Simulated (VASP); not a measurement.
# CuAu (P4/mmm) in VASP: a series of runs, part 2 of 2

VASP 6.6.1.

### Step 4. Single point, PBE

File INCAR:

```
SYSTEM = CuAu
ADDGRID  = .FALSE.      
ALGO     = Normal         ! electronic algorithm
EDIFF    = 1E-6           ! SCF threshold, eV
ENCUT    = 220            ! plane-wave cutoff, eV
GGA      = PE             ! functional
ISIF     = 2              ! what is computed and relaxed
ISMEAR   = 1              ! smearing method
LASPH    = .TRUE.         ! aspherical terms in the spheres
LCHARG   = .FALSE.        ! write CHGCAR
LREAL    = .FALSE.        ! projectors in reciprocal space
LWAVE    = .FALSE.        ! write WAVECAR
NBANDS   = 18             ! bands
NELM     = 100            ! most SCF steps
PREC     = Accurate       ! precision mode
SIGMA    = 0.2            ! smearing width, eV
```

File KPOINTS:

```
k-points
0
G
  10 10 8
  0 0 0
```

File POSCAR:

```
CuAu
1.0
    2.8107494552      0.0000000000      0.0000000000
    0.0000000000      2.8107494552      0.0000000000
    0.0000000000      0.0000000000      3.6850000000
Au Cu
1 1
Direct
    0.0000000000      0.0000000000      0.0000000000
    0.5000000000      0.5000000000      0.5000000000
```

Potentials or basis: VASP PAW PBE potentials, release 64 (Au, Cu).

The run is started by

```sh
> cat potpaw_PBE.64/Au/POTCAR potpaw_PBE.64/Cu/POTCAR > POTCAR
> mpirun -np 1 vasp_std > vasp.out
```

OUTCAR:

```text
SYSTEM = CuAu
   EDIFF = 1E-6
   ENCUT = 220
   GGA = PE
   ISIF = 2
   ISMEAR = 1
   LASPH = .TRUE.
   LREAL = .FALSE.
   NELM = 100
   PREC = Accurate

 Found    105 irreducible k-points:

 Following reciprocal coordinates:
            Coordinates               Weight
  0.000000  0.000000  0.000000      1.000000
  0.100000  0.000000  0.000000      4.000000
  0.200000  0.000000  0.000000      4.000000
  0.300000  0.000000  0.000000      4.000000
  0.400000  0.000000  0.000000      4.000000
  0.500000  0.000000  0.000000      2.000000
   k-points           NKPTS =    105   k-points in BZ     NKDIM =    105   number of bands    NBANDS=     18
   number of dos      NEDOS =    301   number of ions     NIONS =      2
   total plane-waves  NPLWV =   3528
   dimension x,y,z NGX =    14 NGY =   14 NGZ =   18
   dimension x,y,z NGXF=    28 NGYF=   28 NGZF=   36
   ions per type =               1   1
   NGX,Y,Z   is equivalent  to a cutoff of   8.28,  8.28,  8.12 a.u.
   NGXF,Y,Z  is equivalent  to a cutoff of  16.56, 16.56, 16.24 a.u.
 SYSTEM =  CuAu
   PREC   = accura    normal or accurate (medium, high low for compatibility)
   ISTART =      0    job   : 0-new  1-cont  2-samecut
   ICHARG =      2    charge: 1-file 2-atom 10-const
   ISPIN  =      1    spin polarized calculation?
   LNONCOLLINEAR =      F non collinear calculations
   LSORBIT =      F    spin-orbit coupling
[... 54 lines left out ...]

 val. band max:        8.6922575073   @ k =   0.5000   0.1000   0.5000
 cond. band min:       8.6967419535   @ k =   0.5000   0.1000   0.3750
 fundamental gap:      0.0044844462
 Fermi energy:         8.6948541987

 k-point     1 :       0.0000    0.0000    0.0000
  band No.  band energies     occupation
      1      -1.0236      2.00000
      2       2.0904      2.00000
      3       2.2507      2.00000
      4       4.6380      2.00000
      5       4.6380      2.00000
      6       5.6924      2.00000
[... 103 lines left out ...]
      5       4.6119      2.00000
      6       5.4139      2.00000
[... 10 lines left out ...]
     17      24.7392      0.00000
     18      25.8444      0.00000

 [... further k-points ...]

------------------------ aborting loop because EDIFF is reached ----------------------------------------

  FORCE on cell =-STRESS in cart. coord.  units (eV):
  Direction    XX          YY          ZZ          XY          YZ          ZX
  --------------------------------------------------------------------------------------
  -------------------------------------------------------------------------------------
  Total       -9.9777289     -9.9777289    -10.1823950      0.0000000      0.0000000      0.0000000
  in kB     -549.1114760   -549.1114760   -560.3750088      0.0000000      0.0000000      0.0000000
  external PRESSURE =    -552.8659869 kB  Pullay stress =       0.0000000 kB

 VOLUME and BASIS-vectors are now :
 -----------------------------------------------------------------------------
  energy-cutoff  :      220.00
  volume of cell :       29.11
      direct lattice vectors                 reciprocal lattice vectors
     2.810749455  0.000000000  0.000000000     0.355776997  0.000000000  0.000000000
     0.000000000  2.810749455  0.000000000     0.000000000  0.355776997  0.000000000
     0.000000000  0.000000000  3.685000000     0.000000000  0.000000000  0.271370421

 POSITION                                       TOTAL-FORCE (eV/Angst)
 -----------------------------------------------------------------------------------
      0.00000      0.00000      0.00000         0.000000      0.000000      0.000000
      1.40537      1.40537      1.84250         0.000000      0.000000      0.000000
 -----------------------------------------------------------------------------------
    total drift:                                0.000000     -0.000000     -0.000000

  FREE ENERGIE OF THE ION-ELECTRON SYSTEM (eV)
  ---------------------------------------------------
  free  energy   TOTEN  =        -6.4122657073 eV

  energy  without entropy=       -6.4122132998  energy(sigma->0) =       -6.41224824
```

It took 14 s on 1 thread of Intel Xeon Platinum 8375C at 2.90GHz (Ice Lake), shared host; peak memory 0.12 GiB.

The run converged, but a check on its numbers failed (symmetry, net force, bounds or a known fault of this set-up), so they aren't taken as properties of the crystal.

Caveat: the cutoff lies under the usual one of these potentials, so the numbers hold a large basis-set error; a pressure of tens of GPa on the cell as given is suspect, and the run, the potentials or the cell itself is likely at fault.

### Step 5. Single point, PBE

INCAR is that of step 4.

KPOINTS is that of step 4.

File POSCAR:

```
CuAu
1.0
    2.8107494552      0.0000000000      0.0000000000
    0.0000000000      2.8107494552      0.0000000000
    0.0000000000      0.0000000000      3.6850000000
Au Cu
1 1
Direct
    0.0257070000      0.0114430000     -0.0258500000
    0.4994280000      0.4658820000      0.5068750000
```

Potentials or basis: VASP PAW PBE potentials, release 64 (Au, Cu).

The run is started by

```sh
> cat potpaw_PBE.64/Au/POTCAR potpaw_PBE.64/Cu/POTCAR > POTCAR
> mpirun -np 1 vasp_std > vasp.out
```

OUTCAR:

```text
SYSTEM = CuAu
   EDIFF = 1E-6
   ENCUT = 220
   GGA = PE
   ISIF = 2
   ISMEAR = 1
   LASPH = .TRUE.
   LREAL = .FALSE.
   NELM = 100
   PREC = Accurate

 Found    404 irreducible k-points:

 Following reciprocal coordinates:
            Coordinates               Weight
  0.000000  0.000000  0.000000      1.000000
  0.100000  0.000000  0.000000      2.000000
  0.000000  0.100000  0.000000      2.000000
  0.200000  0.000000  0.000000      2.000000
  0.000000  0.200000  0.000000      2.000000
  0.300000  0.000000  0.000000      2.000000
   k-points           NKPTS =    404   k-points in BZ     NKDIM =    404   number of bands    NBANDS=     18
   number of dos      NEDOS =    301   number of ions     NIONS =      2
   total plane-waves  NPLWV =   3528
   dimension x,y,z NGX =    14 NGY =   14 NGZ =   18
   dimension x,y,z NGXF=    28 NGYF=   28 NGZF=   36
   ions per type =               1   1
   NGX,Y,Z   is equivalent  to a cutoff of   8.28,  8.28,  8.12 a.u.
   NGXF,Y,Z  is equivalent  to a cutoff of  16.56, 16.56, 16.24 a.u.
 SYSTEM =  CuAu
   PREC   = accura    normal or accurate (medium, high low for compatibility)
   ISTART =      0    job   : 0-new  1-cont  2-samecut
   ICHARG =      2    charge: 1-file 2-atom 10-const
   ISPIN  =      1    spin polarized calculation?
   LNONCOLLINEAR =      F non collinear calculations
   LSORBIT =      F    spin-orbit coupling
   LASPH  =      T    aspherical Exc in radial PAW
   ENCUT  =  220.0 eV  16.17 Ry    4.02 a.u.   3.40  3.40  4.46*2*pi/ulx,y,z
   NELM   =    100;   NELMIN=  2; NELMDL= -5     # of ELM steps
   EDIFF  = 0.1E-05   stopping-criterion for ELM
   LREAL  =      F    real-space projection
   EDIFFG = 0.1E-04   stopping-criterion for IOM
   NSW    =      0    number of steps for IOM
   IBRION =     -1    ionic relax: 0-MD 1-quasi-New 2-CG
   NFREE  =      0    steps in history (QN), initial steepest desc. (CG)
   ISIF   =      2    stress and relaxation
   ISYM   =      2    0-nonsym 1-usesym 2-fastsym
   POTIM  = 0.5000    time-step for ionic-motion
   TEBEG  =    0.0;   TEEND  =   0.0 temperature during run
   PSTRESS=    0.0 pullay stress
   NELECT =      22.0000    total number of electrons
   NUPDOWN=      -1.0000    fix difference up-down
   EMIN   =  10.00;   EMAX   =-10.00  energy-range for DOS
   EFERMI =   0.00;   METHOD = LEGACY
   ISMEAR =     1;   SIGMA  =   0.20  broadening in eV -4-tet -1-fermi 0-gaus
   EFERMI_NEDOS =   21; number of points for ismear=-14 and -15
   IALGO  =     38    algorithm
   IMIX   =      4    mixing-type and parameters
     AMIX     =   0.40;   BMIX     =  1.00
     AMIX_MAG =   1.60;   BMIX_MAG =  1.00
  volume/ion in A,a.u.               =      14.56        98.23
  Fermi-wavevector in a.u.,A,eV,Ry     =   1.491152  2.817868 30.253005  2.223533
  Thomas-Fermi vector in A             =   2.603843
   LORBIT       =      0    0 simple, 1 ext, 2 COOP (PROOUT), +10 PAW based schemes
   GGA     = PE    functional components
   LHFCALC =     F    Hartree Fock is set to
   AEXX    =    0.0000 exact exchange contribution
   IVDW    =     0    specifies the selected vdW correction
   LEPSILON=     F    determine dielectric tensor
   LRPA    =     F    only Hartree local field effects (RPA)
 non-spin polarized calculation
 Methfessel and Paxton  Order N= 1 SIGMA  =   0.20
  energy-cutoff  :      220.00
  volume of cell :       29.11
 maximum number of plane-waves:       229
 NGX is ok and might be reduce to    14
   NGX =  7   NGY =  7   NGZ =  9

 number of electron      22.0000114 magnetization

 Free energy of the ion-electron system (eV)
  ---------------------------------------------------
  ext. energy  EPLUGINS =         0.00000000
  ---------------------------------------------------
  free energy    TOTEN  =        -6.32016399 eV

  energy without entropy =       -6.32002594  energy(sigma->0) =       -6.32011797

 E-fermi :   8.7076     XC(G=0): -12.6215

 val. band max:        8.7061735113   @ k =   0.5000  -0.1000   0.3750
 cond. band min:       8.7151681807   @ k =   0.1000   0.5000   0.3750
 fundamental gap:      0.0089946694
 Fermi energy:         8.7075788899

 k-point     1 :       0.0000    0.0000    0.0000
  band No.  band energies     occupation
      1      -1.0292      2.00000
      2       2.0664      2.00000
      3       2.2292      2.00000
      4       4.5701      2.00000
      5       4.6489      2.00000
      6       5.6712      2.00000
[... 10 lines left out ...]
     17      25.4393      0.00000
     18      26.3039      0.00000
[... 85 lines left out ...]
 k-point     6 :       0.3000    0.0000    0.0000
  band No.  band energies     occupation
      1       0.7739      2.00000
      2       2.6947      2.00000
      3       3.4833      2.00000
      4       3.6513      2.00000
      5       4.8815      2.00000
      6       5.0208      2.00000
[... 10 lines left out ...]
     17      24.0198      0.00000
     18      26.3576      0.00000

 [... further k-points ...]

------------------------ aborting loop because EDIFF is reached ----------------------------------------

  FORCE on cell =-STRESS in cart. coord.  units (eV):
  Direction    XX          YY          ZZ          XY          YZ          ZX
  --------------------------------------------------------------------------------------
  -------------------------------------------------------------------------------------
  Total       -9.5643535     -9.7053903     -9.6646580      0.1111580     -0.3306053     -0.2040442
  in kB     -526.3618919   -534.1236722   -531.8820213      6.1174399    -18.1944351    -11.2293088
  external PRESSURE =    -530.7891951 kB  Pullay stress =       0.0000000 kB

 VOLUME and BASIS-vectors are now :
 -----------------------------------------------------------------------------
  energy-cutoff  :      220.00
  volume of cell :       29.11
      direct lattice vectors                 reciprocal lattice vectors
     2.810749455  0.000000000  0.000000000     0.355776997  0.000000000  0.000000000
     0.000000000  2.810749455  0.000000000     0.000000000  0.355776997  0.000000000
     0.000000000  0.000000000  3.685000000     0.000000000  0.000000000  0.271370421

 POSITION                                       TOTAL-FORCE (eV/Angst)
 -----------------------------------------------------------------------------------
      0.07226      0.03216      3.58974        -0.296278     -0.489859      0.887168
      1.40377      1.30948      1.86783         0.296278      0.489859     -0.887168
 -----------------------------------------------------------------------------------
    total drift:                                0.000657     -0.001631     -0.007568

  FREE ENERGIE OF THE ION-ELECTRON SYSTEM (eV)
  ---------------------------------------------------
  free  energy   TOTEN  =        -6.3201639940 eV

  energy  without entropy=       -6.3200259357  energy(sigma->0) =       -6.32011797
```

OSZICAR:

```text
N       E                     dE             d eps       ncg     rms          rms(c)
DAV:   1     0.725892203354E+02    0.72589E+02   -0.65848E+03 16148   0.751E+02
DAV:   2    -0.599544477747E+01   -0.78585E+02   -0.74125E+02 15000   0.183E+02
DAV:   3    -0.748894213681E+01   -0.14935E+01   -0.14864E+01 17032   0.300E+01
DAV:   4    -0.750324736671E+01   -0.14305E-01   -0.14303E-01 16324   0.261E+00
DAV:   5    -0.750357000120E+01   -0.32263E-03   -0.32263E-03 16190   0.417E-01    0.121E+01
DAV:   6    -0.688449570497E+01    0.61907E+00   -0.90186E+00 15452   0.601E+01    0.552E+00
DAV:   7    -0.635877241658E+01    0.52572E+00   -0.26271E+00 17386   0.594E+01    0.506E+00
DAV:   8    -0.632585221248E+01    0.32920E-01   -0.15490E-01 18798   0.656E+00    0.253E+00
DAV:   9    -0.632050612986E+01    0.53461E-02   -0.14289E-02 21742   0.210E+00    0.127E-01
DAV:  10    -0.632016974673E+01    0.33638E-03   -0.17751E-03 18986   0.551E-01    0.642E-02
DAV:  11    -0.632016998306E+01   -0.23634E-06   -0.11788E-04 20320   0.234E-01    0.284E-02
DAV:  12    -0.632016418909E+01    0.57940E-05   -0.32239E-05 16700   0.142E-01    0.777E-03
DAV:  13    -0.632016399400E+01    0.19509E-06   -0.32951E-06 11616   0.429E-02
   1 F= -.63201640E+01 E0= -.63201180E+01  d E =-.138058E-03
```

It took 51 s on 1 thread of Intel Xeon Platinum 8375C at 2.90GHz (Ice Lake), shared host; peak memory 0.16 GiB.

The run converged, but a check on its numbers failed (symmetry, net force, bounds or a known fault of this set-up), so they aren't taken as properties of the crystal.

Caveat: the cutoff lies under the usual one of these potentials, so the numbers hold a large basis-set error; the cell as given lies far from equilibrium.

### Step 6. Single point, PBE

INCAR: that of step 5 with these lines changed.

```diff
@@ -4,3 +4,3 @@
 EDIFF    = 1E-6           ! SCF threshold, eV
-ENCUT    = 220            ! plane-wave cutoff, eV
+ENCUT    = 900            ! plane-wave cutoff, eV
 GGA      = PE             ! functional
```

File KPOINTS:

```
k-points
0
G
  5 5 4
  0 0 0
```

File POSCAR:

```
CuAu
1.0
    2.8107494552      0.0000000000      0.0000000000
    0.0000000000      2.8107494552      0.0000000000
    0.0000000000      0.0000000000      3.6850000000
Au Cu
1 1
Direct
    0.0000000000      0.0000000000      0.0000000000
    0.5000000000      0.5000000000      0.5000000000
```

Potentials or basis: VASP PAW PBE potentials, release 64 (Au, Cu).

The run is started by

```sh
> cat potpaw_PBE.64/Au/POTCAR potpaw_PBE.64/Cu/POTCAR > POTCAR
> mpirun -np 1 vasp_std > vasp.out
```

OUTCAR:

```text
SYSTEM = CuAu
   EDIFF = 1E-6
   ENCUT = 900
   GGA = PE
   ISIF = 2
   ISMEAR = 1
   LASPH = .TRUE.
   LREAL = .FALSE.
   NELM = 100
   PREC = Accurate

 Found     18 irreducible k-points:

 Following reciprocal coordinates:
            Coordinates               Weight
  0.000000  0.000000  0.000000      1.000000
  0.200000  0.000000  0.000000      4.000000
  0.400000  0.000000  0.000000      4.000000
  0.200000  0.200000  0.000000      4.000000
  0.400000  0.200000  0.000000      8.000000
[... 204 lines left out ...]
------------------------ aborting loop because EDIFF is reached ----------------------------------------

  FORCE on cell =-STRESS in cart. coord.  units (eV):
  Direction    XX          YY          ZZ          XY          YZ          ZX
  --------------------------------------------------------------------------------------
  -------------------------------------------------------------------------------------
  Total        0.8131067      0.8131067      0.6739317      0.0000000      0.0000000      0.0000000
  in kB       44.7482816     44.7482816     37.0889627      0.0000000      0.0000000      0.0000000
  external PRESSURE =      42.1951753 kB  Pullay stress =       0.0000000 kB

 VOLUME and BASIS-vectors are now :
 -----------------------------------------------------------------------------
  energy-cutoff  :      900.00
  volume of cell :       29.11
      direct lattice vectors                 reciprocal lattice vectors
     2.810749455  0.000000000  0.000000000     0.355776997  0.000000000  0.000000000
     0.000000000  2.810749455  0.000000000     0.000000000  0.355776997  0.000000000
     0.000000000  0.000000000  3.685000000     0.000000000  0.000000000  0.271370421

 POSITION                                       TOTAL-FORCE (eV/Angst)
 -----------------------------------------------------------------------------------
      0.00000      0.00000      0.00000         0.000000      0.000000      0.000000
      1.40537      1.40537      1.84250         0.000000      0.000000      0.000000
 -----------------------------------------------------------------------------------
    total drift:                                0.000000      0.000000      0.000000

  FREE ENERGIE OF THE ION-ELECTRON SYSTEM (eV)
  ---------------------------------------------------
  free  energy   TOTEN  =        -7.1495477960 eV

  energy  without entropy=       -7.1476823748  energy(sigma->0) =       -7.14892599
```

OSZICAR:

```text
N       E                     dE             d eps       ncg     rms          rms(c)
DAV:   1     0.180129472182E+03    0.18013E+03   -0.15298E+04   680   0.260E+03
DAV:   2     0.282930691999E+01   -0.17730E+03   -0.16667E+03   650   0.406E+02
DAV:   3    -0.793440158215E+01   -0.10764E+02   -0.10438E+02   740   0.987E+01
DAV:   4    -0.810731195025E+01   -0.17291E+00   -0.17273E+00   816   0.112E+01
DAV:   5    -0.811076666967E+01   -0.34547E-02   -0.34545E-02   840   0.148E+00    0.114E+01
DAV:   6    -0.754296571398E+01    0.56780E+00   -0.64511E+00   702   0.703E+01    0.533E+00
DAV:   7    -0.721457564404E+01    0.32839E+00   -0.24806E+00   804   0.721E+01    0.541E+00
DAV:   8    -0.715642308944E+01    0.58153E-01   -0.19708E-01   898   0.115E+01    0.258E+00
DAV:   9    -0.714969456179E+01    0.67285E-02   -0.15761E-02   980   0.300E+00    0.986E-02
DAV:  10    -0.714955588984E+01    0.13867E-03   -0.17517E-03   808   0.494E-01    0.797E-02
DAV:  11    -0.714955176097E+01    0.41289E-05   -0.59446E-05   886   0.830E-02    0.255E-02
DAV:  12    -0.714954818723E+01    0.35737E-05   -0.67092E-06   976   0.699E-02    0.562E-03
DAV:  13    -0.714954779598E+01    0.39125E-06   -0.27269E-07   374   0.106E-02
   1 F= -.71495478E+01 E0= -.71489260E+01  d E =-.186542E-02
```

stdout:

```text
POSCAR found type information on POSCAR AuCu
 POSCAR found :  2 types and       2 ions
 scaLAPACK will be used
 LDA part: xc-table for (Slater+PW92), standard interpolation
 POSCAR, INCAR and KPOINTS ok, starting setup
 FFT: planning ... GRIDC
 FFT: planning ... GRID_SOFT
 FFT: planning ... GRID
 WAVECAR not read
 entering main loop
```

It took 20 s on 1 thread of Intel Xeon Platinum 8375C at 2.90GHz (Ice Lake), shared host; peak memory 0.18 GiB.

The run converged, but some of its settings lie outside the range that counts as converged, so its numbers aren't taken as properties of the crystal.

Results:

```
Free energy            : -7.1495 eV
Pressure               : 4.2 GPa
Band gap on the k mesh : none (metal or under the smearing width)
```

Caveat: the k mesh is coarse (spacing up to 0.45 Å⁻¹), so the values aren't converged.
